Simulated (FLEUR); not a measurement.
# Ge (Cmmm) in FLEUR: notebook, part 2 of 2

FLEUR MaX-R8.1 (later development tree).

## (5) Equation of state, LDA, 19.61 Å³/atom

Input file inp.xml:

```xml
<?xml version="1.0" encoding="UTF-8" standalone="no"?>
<fleurInput fleurInputVersion="0.39">
   <comment>
      Ge                                                                                                  
   </comment>
   <calculationSetup>
      <cutoffs Kmax="4.24" Gmax="13.2" GmaxXC="13.2" numbands="0"/>
      <scfLoop itmax="60" minDistance="0.00001" maxIterBroyd="15" imix="Anderson" alpha="0.05" precondParam="0.0" spinf="2.0" sdNocoIR="T"/>
      <coreElectrons ctail="T" frcor="F" kcrel="0" coretail_lmax="0"/>
      <xcFunctional name="vwn" relativisticCorrections="F"/>
      <magnetism jspins="1"/>
      <soc l_soc="F" theta="0.0" phi="0.0" spav="F"/>
      <expertModes spex="0" secvar="F"/>
      <geometryOptimization l_f="F" forcealpha="1.0" forcemix="BFGS" epsdisp="0.00001" epsforce="0.00001"/>
      <ldaU l_linMix="F" mixParam="0.05" spinf="1.0"/>
   </calculationSetup>
   <cell>
      <bzIntegration valenceElectrons="22.0" mode="hist" fermiSmearingEnergy="0.00183747">
         <kPointListSelection listName="default-1"/>
         <!-- k-points included here -->
         <xi:include xmlns:xi="http://www.w3.org/2001/XInclude" href="kpts.xml"> </xi:include>
      </bzIntegration>
      <!-- symmetry operations included here -->
      <xi:include xmlns:xi="http://www.w3.org/2001/XInclude" href="sym.xml"> </xi:include>
      <bulkLattice scale="1.0000000000">
         <bravaisMatrix>
            <row-1>    2.6402289652587654    -4.9142630226402932     0.0000000000000000</row-1>
            <row-2>    2.6402289652587654     4.9142630226402932     0.0000000000000000</row-2>
            <row-3>    0.0000000000000000     0.0000000000000000     5.0989176109055823</row-3>
         </bravaisMatrix>
      </bulkLattice>
   </cell>
   <atomSpecies>
      <species name="Germanium (Ge)" element="Ge" atomicNumber="32">
         <mtSphere radius="2.31" gridPoints="781" logIncrement="0.016"/>
         <atomicCutoffs lmax="9" lnonsphr="9"/>
         <electronConfig flipSpins="F">
            <coreConfig>(1s1/2) (2s1/2) (2p1/2) (2p3/2)</coreConfig>
            <valenceConfig>(3s1/2) (3p1/2) (3p3/2) (4s1/2) (3d3/2) (3d5/2) (4p1/2) (4p3/2)</valenceConfig>
            <stateOccupation state="(4p1/2)" spinUp="0.333333" spinDown="0.333333"/>
            <stateOccupation state="(4p3/2)" spinUp="0.666667" spinDown="0.666667"/>
         </electronConfig>
         <energyParameters s="4" p="4" d="3" f="4"/>
         <lo type="SCLO" l="0" n="3" eDeriv="0"/>
         <lo type="SCLO" l="1" n="3" eDeriv="0"/>
         <lo type="SCLO" l="1" n="3" eDeriv="1"/>
         <lo type="HELO" l="2" n="4" eDeriv="0"/>
         <lo type="HELO" l="2" n="4" eDeriv="1"/>
         <lo type="SCLO" l="3" n="4" eDeriv="2"/>
      </species>
   </atomSpecies>
   <atomGroups>
      <atomGroup species="Germanium (Ge)">
         <relPos label="                   1">1.000/2.000 1.000/2.000 .0000000000</relPos>
         <force calculate="T" relaxXYZ="TTT"/>
      </atomGroup>
   </atomGroups>
   <output dos="F" band="F" slice="F">
      <checks vchk="F" cdinf="F"/>
      <bandDOS minEnergy="-.5*Htr" maxEnergy="0.5*Htr" sigma="0.015" storeEVData="T"/>
      <vacuumDOS vacdos="F" integ="F" star="F" nstars="0" locx1="0.0" locy1="0.0" locx2="0.0" locy2="0.0" nstm="0" tworkf="0.0"/>
      <unfoldingBand unfoldBand="F" supercellX="1" supercellY="1" supercellZ="1"/>
      <plotting iplot="0" polar="F">
         <plot TwoD="T" vec1="  1.0  0.0  0.0" vec2="  0.0  1.0  0.0" vec3="  0.0  0.0  1.0" zero="  0.0  0.0  0.0" file="plot"/>
      </plotting>
      <chargeDensitySlicing numkpt="0" minEigenval="0.0" maxEigenval="0.0" nnne="0" pallst="F"/>
      <specialOutput eonly="F"/>
      <moessbauerParams electricFieldGradient="T" isomerShift="T" coreHyperfine="T" valenceHyperfine="T"/>
      <magneticCircularDichroism mcd="F" energyLo="-10.0" energyUp="0.0"/>
   </output>
  <!-- We include the file relax.xml here to enable relaxations (see documentation) -->
  <xi:include xmlns:xi="http://www.w3.org/2001/XInclude" href="relax.xml"> <xi:fallback/> </xi:include>
</fleurInput>
```

Launch:

```sh
$ inpgen -f crystal.txt -profile fastHighL
$ # inp.xml edited to the form shown
$ fleur_MPI
```

Wall time 96 s (1 thread of Intel Xeon at 2.50GHz (Skylake/Cascade Lake), shared host); peak memory 0.09 GiB.

It converged, with:

```
Free energy                                           : -57039.9724 eV
Band gap on the k mesh                                : none (metal or under the smearing width)
Valence electrons inside the program's atomic spheres : Ge 20.23 (radii Ge 2.31 bohr)
```

## (6) Equation of state, LDA, 20.39 Å³/atom (volume scaled by 1.04)

Edit inp.xml of step 5 so:

```diff
@@ -24,3 +24,3 @@
       <xi:include xmlns:xi="http://www.w3.org/2001/XInclude" href="sym.xml"> </xi:include>
-      <bulkLattice scale="1.0000000000">
+      <bulkLattice scale="1.0131594038">
          <bravaisMatrix>
```

Potentials or basis: all-electron, FLAPW.

Launch:

```sh
$ inpgen -f crystal.txt -profile fastHighL
$ # inp.xml edited to the form shown
$ fleur_MPI
```

Wall time 98 s (1 thread of Intel Xeon at 2.50GHz (Skylake/Cascade Lake), shared host); peak memory 0.09 GiB.

The run converged. Its results:

| Property | Result |
| --- | --- |
| Free energy | -57039.9397 eV |
| Band gap on the k mesh | none (metal or under the smearing width) |
| Valence electrons inside the program's atomic spheres | Ge 20.20 (radii Ge 2.31 bohr) |

## (7) Equation of state, LDA, 20.78 Å³/atom (volume scaled by 1.06)

Edit inp.xml of step 6 so:

```diff
@@ -24,3 +24,3 @@
       <xi:include xmlns:xi="http://www.w3.org/2001/XInclude" href="sym.xml"> </xi:include>
-      <bulkLattice scale="1.0131594038">
+      <bulkLattice scale="1.0196128224">
          <bravaisMatrix>
```

Launch:

```sh
$ inpgen -f crystal.txt -profile fastHighL
$ # inp.xml edited to the form shown
$ fleur_MPI
```

It took 1.7 min on 1 thread of Intel Xeon at 2.50GHz (Skylake/Cascade Lake), shared host; peak memory 0.09 GiB.

Results (log left out):

* Free energy: -57039.9202 eV
* Band gap on the k mesh: none (metal or under the smearing width)
* Valence electrons inside the program's atomic spheres: Ge 20.19 (radii Ge 2.31 bohr)

## (8) Equation of state, LDA

No new run: the results of the series are fitted here.

Results:

- Equilibrium volume: 18.00 Å³/atom (rough: see the caveat)
- Bulk modulus at fixed shape and positions: 81 GPa (rough)

Energy against volume, from the lowest point:
```csv
volume (Å³/atom),energy (meV/atom)
18.431,0.00
18.823,6.21
19.607,28.24
20.391,60.88
20.783,80.41
```

Caveat: the minimum lies outside the volumes run; the cell was scaled at fixed shape and fractional positions, which overstates the stiffness of a crystal with free parameters, most of all of layers and chains.
